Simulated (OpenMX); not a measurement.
**BP under changes of volume**

One of the cells (11.682 Å³/atom); the others are scaled copies at fixed shape and fractional positions:

```
CELL_PARAMETERS angstrom
0.00000 2.26900 2.26900
2.26900 0.00000 2.26900
2.26900 2.26900 0.00000
ATOMIC_POSITIONS crystal
P 0.75000 0.75000 0.75000
B 0.00000 0.00000 0.00000
```

* Program: OpenMX 3.8.5
* Functional: PBE
* Potentials or basis: OpenMX 2013 PBE set, P7.0-s2p2d1, B7.0-s2p2, fixed grid of 27 × 27 × 27 points
* k mesh: 11 × 11 × 11
* Occupations: fermi-dirac, width 0.05 eV
* Spin: no spin polarisation

```csv
volume (Å³/atom),energy over the lowest point (meV/atom),gap on the mesh (eV)
10.981,30.62,1.34
11.214,14.78,1.38
11.448,?,?
11.682,0.00,1.45
11.915,0.08,1.48
12.149,4.50,1.50
12.383,12.89,1.52
```

Problem. What does the run at 11.448 Å³/atom give?

Solution. Energy over the lowest point 4.73 meV/atom; gap on the mesh 1.41 eV.

Worked out: A Birch-Murnaghan fit of order 3 (a polynomial in V^(-2/3)) to the other rows has its minimum at 11.79 Å³/atom with B0 = V·E''(V) = 158 GPa and B' = 4.0. It gives 4.73 meV/atom at 11.448 Å³/atom, against the run's 4.73. A parabola through the other rows of the gap, of slope 1.69 eV per unit of ln V there, gives 1.42 eV, against the run's 1.41.

Energies are extrapolated to zero smearing.

Caveats: an odd mesh through Γ misses points on the zone boundary, where band edges often lie; the basis of atomic orbitals isn't converged, which shifts pressures, moduli and gaps.
